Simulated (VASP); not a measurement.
# CeO (Pm-3m) in VASP: notebook

The runs below take CeO through single point, with LDA+U, PBEsol+U.

All numbers are computed with VASP 6.6.1; they aren't measurements. Logs are shortened: lines on timing, memory, paths and dates and some standing lists are left out, and cuts for length are marked.

### 1 The structure

The structure is cubic, space group Pm-3m (No. 221). The conventional cell has a = 2.888 Å, b = 2.888 Å, c = 2.888 Å, α = 90.00°, β = 90.00°, γ = 90.00°. Ce (site symmetry m-3m) is surrounded by 8 O at 2.50 Å. O (site symmetry m-3m) has 8 Ce at 2.50 Å as nearest neighbours.

The cell comes from a database or a generator and needn't be the stable form of this composition.

### 2 Single point, LDA+U, collinear spin, zero start

File INCAR:

```
PREC = Accurate
ENCUT = 520
EDIFF = 1E-7
ISMEAR = 0
SIGMA = 0.05
LREAL = False
LASPH = True
NELM = 120
ALGO = Normal
ISIF = 2
LWAVE = False
LCHARG = False
ISPIN = 2
MAGMOM = 0 0
LORBIT = 11
LMAXMIX = 6
LDAU = True
LDAUTYPE = 2
LDAUL = 3 -1
LDAUU = 2 0
LDAUJ = 0 0
LDAUPRINT = 1
GGA = CA
```

File KPOINTS:

```
regular mesh
0
Gamma
  7 7 7
```

File POSCAR:

```
CeO
1.0
    2.8880971600      0.0000000000      0.0000000000
    0.0000000000      2.8880971600      0.0000000000
    0.0000000000      0.0000000000      2.8880971600
Ce O
1 1
Direct
    0.0000000000      0.0000000000      0.0000000000
    0.5000000000      0.5000000000      0.5000000000
```

Potentials or basis: VASP PAW LDA potentials, release 64 (Ce, O).

The run is started by

```
cat potpaw_LDA.64/Ce/POTCAR potpaw_LDA.64/O/POTCAR > POTCAR
mpirun -np 1 vasp_std > vasp.out
```

OUTCAR:

```text
PREC = Accurate
   ENCUT = 520
   EDIFF = 1E-7
   ISMEAR = 0
   LREAL = False
   LASPH = True
   NELM = 120
   ISIF = 2
   ISPIN = 2
   LORBIT = 11
   GGA = CA

 ion  position               nearest neighbor table
   1  0.000  0.000  0.000-   2 2.50   2 2.50   2 2.50   2 2.50   2 2.50   2 2.50   2 2.50   2 2.50

   2  0.500  0.500  0.500-   1 2.50   1 2.50   1 2.50   1 2.50   1 2.50   1 2.50   1 2.50   1 2.50

  LATTYP: Found a simple cubic cell.
 ALAT       =     2.8880971600

  Lattice vectors:

 A1 = (   2.8880971600,   0.0000000000,   0.0000000000)
 A2 = (   0.0000000000,   2.8880971600,   0.0000000000)
 A3 = (   0.0000000000,   0.0000000000,   2.8880971600)

Analysis of symmetry for initial positions (statically):
=====================================================================
 Subroutine PRICEL returns:
 Original cell was already a primitive cell.

 Routine SETGRP: Setting up the symmetry group for a
 simple cubic supercell.

 Subroutine GETGRP returns: Found 48 space group operations
 (whereof 48 operations were pure point group operations)
 out of a pool of 48 trial point group operations.

The static configuration has the point symmetry O_h .

Analysis of symmetry for dynamics (positions and initial velocities):
=====================================================================
 Subroutine PRICEL returns:
 Original cell was already a primitive cell.

 Routine SETGRP: Setting up the symmetry group for a
 simple cubic supercell.

 Subroutine GETGRP returns: Found 48 space group operations
 (whereof 48 operations were pure point group operations)
 out of a pool of 48 trial point group operations.

The dynamic configuration has the point symmetry O_h .

Analysis of structural, dynamic, and magnetic symmetry:
=====================================================================
 Subroutine PRICEL returns:
 Original cell was already a primitive cell.

 Routine SETGRP: Setting up the symmetry group for a
 simple cubic supercell.

 Subroutine GETGRP returns: Found 48 space group operations
 (whereof 48 operations were pure point group operations)
 out of a pool of 48 trial point group operations.

The overall configuration has the point symmetry O_h .

 Subroutine INISYM returns: Found 48 space group operations
 (whereof 48 operations are pure point group operations),
 and found     1 'primitive' translations

----------------------------------------------------------------------------------------

                                     Primitive cell

  volume of cell :      24.0899

  direct lattice vectors                    reciprocal lattice vectors
     2.888097160  0.000000000  0.000000000     0.346248739  0.000000000  0.000000000
     0.000000000  2.888097160  0.000000000     0.000000000  0.346248739  0.000000000
     0.000000000  0.000000000  2.888097160     0.000000000  0.000000000  0.346248739

  length of vectors
     2.888097160  2.888097160  2.888097160     0.346248739  0.346248739  0.346248739

  position of ions in fractional coordinates (direct lattice)
     0.000000000  0.000000000  0.000000000
     0.500000000  0.500000000  0.500000000

  ion indices of the primitive-cell ions
   primitive index   ion index
                 1           1
                 2           2

----------------------------------------------------------------------------------------

 KPOINTS: regular mesh

Automatic generation of k-mesh.
 Grid dimensions read from file:
 generate k-points for:    7    7    7

 Generating k-lattice:

  Cartesian coordinates                     Fractional coordinates (reciprocal lattice)
     0.049464106  0.000000000  0.000000000     0.142857143  0.000000000  0.000000000
     0.000000000  0.049464106  0.000000000     0.000000000  0.142857143  0.000000000
     0.000000000  0.000000000  0.049464106     0.000000000  0.000000000  0.142857143

  Length of vectors
     0.049464106  0.049464106  0.049464106
[... 100 lines left out ...]

  energy without entropy =      -17.31227848  energy(sigma->0) =      -17.31506689

atom =   1  type =  1  l = 3

 onsite density matrix

spin component  1

  0.1018  0.0000  0.0377  0.0000 -0.0000  0.0000 -0.0000
  0.0000  0.0441 -0.0000 -0.0000 -0.0000 -0.0000 -0.0000
  0.0377 -0.0000  0.0823  0.0000 -0.0000  0.0000 -0.0000
  0.0000 -0.0000  0.0000  0.1310 -0.0000 -0.0000  0.0000
 -0.0000 -0.0000 -0.0000 -0.0000  0.0823  0.0000 -0.0377
  0.0000 -0.0000  0.0000 -0.0000  0.0000  0.0531  0.0000
 -0.0000 -0.0000 -0.0000  0.0000 -0.0377  0.0000  0.1018

spin component  2

  0.1018  0.0000  0.0377  0.0000 -0.0000  0.0000 -0.0000
  0.0000  0.0441 -0.0000 -0.0000 -0.0000 -0.0000 -0.0000
  0.0377 -0.0000  0.0823  0.0000 -0.0000  0.0000 -0.0000
  0.0000 -0.0000  0.0000  0.1310 -0.0000 -0.0000  0.0000
 -0.0000 -0.0000 -0.0000 -0.0000  0.0823  0.0000 -0.0377
  0.0000 -0.0000  0.0000 -0.0000  0.0000  0.0531  0.0000
 -0.0000 -0.0000 -0.0000  0.0000 -0.0377  0.0000  0.1018

 occupancies and eigenvectors

  o =  0.0441  v =  0.0000  0.0000  0.0000  0.0000  0.0000  0.0000  0.0000 -0.0000  1.0000  0.0000  0.0000  0.0000  0.0000  0.0000      0.0000  0.0000  0.0000  0.0000  0.0000  0.0000  0.0000  0.0000  0.0000  0.0000  0.0000  0.0000  0.0000  0.0000
  o =  0.0441  v = -0.0000  1.0000  0.0000  0.0000  0.0000  0.0000  0.0000  0.0000  0.0000  0.0000  0.0000  0.0000  0.0000  0.0000      0.0000  0.0000  0.0000  0.0000  0.0000  0.0000  0.0000  0.0000  0.0000  0.0000  0.0000  0.0000  0.0000  0.0000
  o =  0.0531  v =  0.0000  0.0000  0.0000  0.0000  0.0000  0.0000  0.0000 -0.0006  0.0000  0.0008 -0.0000  0.0038 -1.0000  0.0029      0.0000  0.0000  0.0000  0.0000  0.0000  0.0000  0.0000  0.0000  0.0000  0.0000  0.0000  0.0000  0.0000  0.0000
  o =  0.0531  v =  0.0000  0.0000  0.0000  0.0000  0.0000  0.0000  0.0000 -0.0320  0.0000  0.0413 -0.0000 -0.7895 -0.0047 -0.6115      0.0000  0.0000  0.0000  0.0000  0.0000  0.0000  0.0000  0.0000  0.0000  0.0000  0.0000  0.0000  0.0000  0.0000
  o =  0.0531  v =  0.0000  0.0000  0.0000  0.0000  0.0000  0.0000  0.0000 -0.6115 -0.0000  0.7895 -0.0000  0.0413  0.0013  0.0320      0.0000  0.0000  0.0000  0.0000  0.0000  0.0000  0.0000  0.0000  0.0000  0.0000  0.0000  0.0000  0.0000  0.0000
  o =  0.0531  v =  0.0317 -0.0000 -0.0410 -0.0000  0.7895 -0.0021  0.6115  0.0000  0.0000  0.0000  0.0000  0.0000  0.0000  0.0000      0.0000  0.0000  0.0000  0.0000  0.0000  0.0000  0.0000  0.0000  0.0000  0.0000  0.0000  0.0000  0.0000  0.0000
  o =  0.0531  v =  0.6115  0.0000 -0.7895  0.0000 -0.0410  0.0008 -0.0317  0.0000  0.0000  0.0000  0.0000  0.0000  0.0000  0.0000      0.0000  0.0000  0.0000  0.0000  0.0000  0.0000  0.0000  0.0000  0.0000  0.0000  0.0000  0.0000  0.0000  0.0000
  o =  0.0531  v =  0.0004  0.0000 -0.0005 -0.0000 -0.0017 -1.0000 -0.0013  0.0000  0.0000  0.0000  0.0000  0.0000  0.0000  0.0000      0.0000  0.0000  0.0000  0.0000  0.0000  0.0000  0.0000  0.0000  0.0000  0.0000  0.0000  0.0000  0.0000  0.0000
  o =  0.1310  v = -0.7904 -0.0000 -0.6123  0.0020  0.0109 -0.0000 -0.0141  0.0000  0.0000  0.0000  0.0000  0.0000  0.0000  0.0000      0.0000  0.0000  0.0000  0.0000  0.0000  0.0000  0.0000  0.0000  0.0000  0.0000  0.0000  0.0000  0.0000  0.0000
  o =  0.1310  v =  0.0141 -0.0000  0.0109  0.0020  0.6123  0.0000 -0.7904  0.0000  0.0000  0.0000  0.0000  0.0000  0.0000  0.0000      0.0000  0.0000  0.0000  0.0000  0.0000  0.0000  0.0000  0.0000  0.0000  0.0000  0.0000  0.0000  0.0000  0.0000
  o =  0.1310  v =  0.0016 -0.0000  0.0012  1.0000 -0.0013 -0.0000  0.0016  0.0000  0.0000  0.0000  0.0000  0.0000  0.0000  0.0000      0.0000  0.0000  0.0000  0.0000  0.0000  0.0000  0.0000  0.0000  0.0000  0.0000  0.0000  0.0000  0.0000  0.0000
  o =  0.1310  v =  0.0000  0.0000  0.0000  0.0000  0.0000  0.0000  0.0000 -0.7904 -0.0000 -0.6123  0.0015  0.0110 -0.0000 -0.0143      0.0000  0.0000  0.0000  0.0000  0.0000  0.0000  0.0000  0.0000  0.0000  0.0000  0.0000  0.0000  0.0000  0.0000
  o =  0.1310  v =  0.0000  0.0000  0.0000  0.0000  0.0000  0.0000  0.0000  0.0143  0.0000  0.0110  0.0011  0.6123  0.0000 -0.7904      0.0000  0.0000  0.0000  0.0000  0.0000  0.0000  0.0000  0.0000  0.0000  0.0000  0.0000  0.0000  0.0000  0.0000
  o =  0.1310  v =  0.0000  0.0000  0.0000  0.0000  0.0000  0.0000  0.0000  0.0012 -0.0000  0.0009  1.0000 -0.0007 -0.0000  0.0009      0.0000  0.0000  0.0000  0.0000  0.0000  0.0000  0.0000  0.0000  0.0000  0.0000  0.0000  0.0000  0.0000  0.0000

 number of electron      17.9999998 magnetization      -0.0001055

 Free energy of the ion-electron system (eV)
  ---------------------------------------------------
  ext. energy  EPLUGINS =         0.00000000
  ---------------------------------------------------
  free energy    TOTEN  =       -15.92159898 eV

  energy without entropy =      -15.91543296  energy(sigma->0) =      -15.91851597

 E-fermi :  13.5017     XC(G=0): -13.5637

 val. band max:       13.4862634234   @ k =   0.2857   0.0000   0.0000
 cond. band min:      13.5175092502   @ k =   0.4286   0.1429   0.0000
 fundamental gap:      0.0312458268
 Fermi energy:        13.5016634101

 spin component 1

 k-point     1 :       0.0000    0.0000    0.0000
  band No.  band energies     occupation
      1     -22.9052      1.00000
      2      -6.8013      1.00000
      3      -3.3452      1.00000
      4      -3.3452      1.00000
      5      -3.3452      1.00000
      6       8.9006      1.00000
      7       8.9006      1.00000
      8       8.9006      1.00000
      9      10.1361      1.00000
     10      10.1361      1.00000
     11      13.8745      0.00000
     12      13.8745      0.00000
[... 290 lines left out ...]
 k-point    20 :       0.4286    0.4286    0.4286
  band No.  band energies     occupation
      1     -20.6674      1.00000
      2      -6.6809      1.00000
      3      -5.9661      1.00000
      4      -5.9661      1.00000
      5      -5.8355      1.00000
      6       4.4154      1.00000
      7       4.4154      1.00000
      8       4.9557      1.00000
      9      14.0269      0.00000
     10      14.0269      0.00000
     11      14.0714      0.00000
     12      14.3329      0.00000
     13      14.6079      0.00000
 Fermi energy:        13.5016634101

 spin component 2

 k-point     1 :       0.0000    0.0000    0.0000
  band No.  band energies     occupation
      1     -22.9052      1.00000
      2      -6.8013      1.00000
      3      -3.3452      1.00000
      4      -3.3452      1.00000
      5      -3.3452      1.00000
      6       8.9006      1.00000
      7       8.9006      1.00000
      8       8.9006      1.00000
      9      10.1361      1.00000
     10      10.1361      1.00000
     11      13.8744      0.00000
     12      13.8744      0.00000
[... 291 lines left out ...]
  band No.  band energies     occupation
      1     -20.6675      1.00000
      2      -6.6809      1.00000
      3      -5.9662      1.00000
      4      -5.9662      1.00000
      5      -5.8355      1.00000
      6       4.4154      1.00000
      7       4.4154      1.00000
      8       4.9557      1.00000
      9      14.0267      0.00000
     10      14.0267      0.00000
     11      14.0712      0.00000
     12      14.3328      0.00000
     13      14.6076      0.00000

------------------------ aborting loop because EDIFF is reached ----------------------------------------

  FORCE on cell =-STRESS in cart. coord.  units (eV):
  Direction    XX          YY          ZZ          XY          YZ          ZX
  --------------------------------------------------------------------------------------
  -------------------------------------------------------------------------------------
  Total        4.5732319      4.5732319      4.5732319      0.0000000      0.0000000      0.0000000
  in kB      304.1574127    304.1574127    304.1574127      0.0000000      0.0000000      0.0000000
  external PRESSURE =     304.1574127 kB  Pullay stress =       0.0000000 kB

 VOLUME and BASIS-vectors are now :
 -----------------------------------------------------------------------------
  energy-cutoff  :      520.00
  volume of cell :       24.09
      direct lattice vectors                 reciprocal lattice vectors
     2.888097160  0.000000000  0.000000000     0.346248739  0.000000000  0.000000000
     0.000000000  2.888097160  0.000000000     0.000000000  0.346248739  0.000000000
     0.000000000  0.000000000  2.888097160     0.000000000  0.000000000  0.346248739

 POSITION                                       TOTAL-FORCE (eV/Angst)
 -----------------------------------------------------------------------------------
      0.00000      0.00000      0.00000         0.000000      0.000000      0.000000
      1.44405      1.44405      1.44405         0.000000      0.000000      0.000000
 -----------------------------------------------------------------------------------
    total drift:                                0.000000      0.000000     -0.000000

  FREE ENERGIE OF THE ION-ELECTRON SYSTEM (eV)
  ---------------------------------------------------
  free  energy   TOTEN  =       -15.9215989821 eV

  energy  without entropy=      -15.9154329607  energy(sigma->0) =      -15.91851597

 total charge

# of ion       s       p       d       f       tot
--------------------------------------------------
    1        2.025   5.690   1.428   1.179  10.323
    2        1.557   3.454   0.000   0.000   5.011
--------------------------------------------------
tot          3.582   9.144   1.428   1.179  15.334

 magnetization (x)

# of ion       s       p       d       f       tot
--------------------------------------------------
    1        0.000  -0.000  -0.000  -0.000  -0.000
    2       -0.000   0.000   0.000   0.000  -0.000
--------------------------------------------------
tot          0.000  -0.000  -0.000  -0.000  -0.000
```

Wall time 14 s (1 thread of AMD EPYC 9R45 (Zen 5), shared host); peak memory 0.12 GiB.

What came out:

```yaml
Free_energy: -15.9216 eV
Pressure: 30.4 GPa
Band_gap_on_the_k_mesh: none (metal or under the smearing width)
Net_moment: 0.00 μB per cell
Valence_electrons_inside_the_program's_atomic_spheres: Ce 10.32; O 5.01
```

Eigenvalues of the final occupation matrices:
```csv
site,spin,trace,eigenvalues
site 1 f,1,0.60,0.04 0.05 0.05 0.05 0.13 0.13 0.13
site 1 f,2,0.60,0.04 0.05 0.05 0.05 0.13 0.13 0.13
```

Caveat: the magnetic or orbital state may not be the lowest; a pressure of tens of GPa on the cell as given is suspect, and the run, the potentials or the cell itself is likely at fault; spin-orbit coupling is left out, which moves the levels of the heavy elements.

### 3 Single point, LDA+U, collinear spin, random start

File INCAR:

```
PREC = Accurate
ENCUT = 520
EDIFF = 1E-6
ISMEAR = 0
SIGMA = 0.05
LREAL = F
LASPH = T
NELM = 120
ALGO = Fast
ISIF = 2
LWAVE = F
LCHARG = F
ISPIN = 2
MAGMOM = -0.48 0
LORBIT = 11
LMAXMIX = 6
LDAU = T
LDAUTYPE = 2
LDAUL = 3 -1
LDAUU = 2 0
LDAUJ = 0 0
LDAUPRINT = 1
GGA = CA
```

File KPOINTS:

```
Automatic mesh
0
Gamma
  7 7 7
```

POSCAR is that of step 2.

Potentials or basis: VASP PAW LDA potentials, release 64 (Ce, O).

The run is started by

```
cat potpaw_LDA.64/Ce/POTCAR potpaw_LDA.64/O/POTCAR > POTCAR
mpirun -np 1 vasp_std > vasp.out
```

Run time: 28 s. Hardware: 1 thread of AMD EPYC 9R45 (Zen 5), shared host; peak memory 0.12 GiB.

It converged, with:

- Free energy: -15.9216 eV
- Pressure: 30.4 GPa
- Band gap on the k mesh: none (metal or under the smearing width)
- Net moment: 0.00 μB per cell
- Valence electrons inside the program's atomic spheres: Ce 10.32; O 5.01

Levels at points of the mesh, in eV from the Fermi level:
Spin up:
```
           k point  band 7  band 8  band 9  band 10  band 11  band 12
(0.00, 0.00, 0.00)   -4.60   -4.60   -3.37    -3.37     0.37     0.37
```
Spin down:
```csv
k point,band 7,band 8,band 9,band 10,band 11,band 12
"(0.00, 0.00, 0.00)",-4.60,-4.60,-3.37,-3.37,0.37,0.37
```

Eigenvalues of the final occupation matrices:
```
    site  spin  trace                         eigenvalues
site 1 f     1   0.60  0.04 0.05 0.05 0.05 0.13 0.13 0.13
site 1 f     2   0.60  0.04 0.05 0.05 0.05 0.13 0.13 0.13
```

Caveat: the magnetic or orbital state may not be the lowest; a pressure of tens of GPa on the cell as given is suspect, and the run, the potentials or the cell itself is likely at fault; spin-orbit coupling is left out, which moves the levels of the heavy elements. The state reached can hang on the start; a lower one may exist.

(Continued in part 2 of 2.)
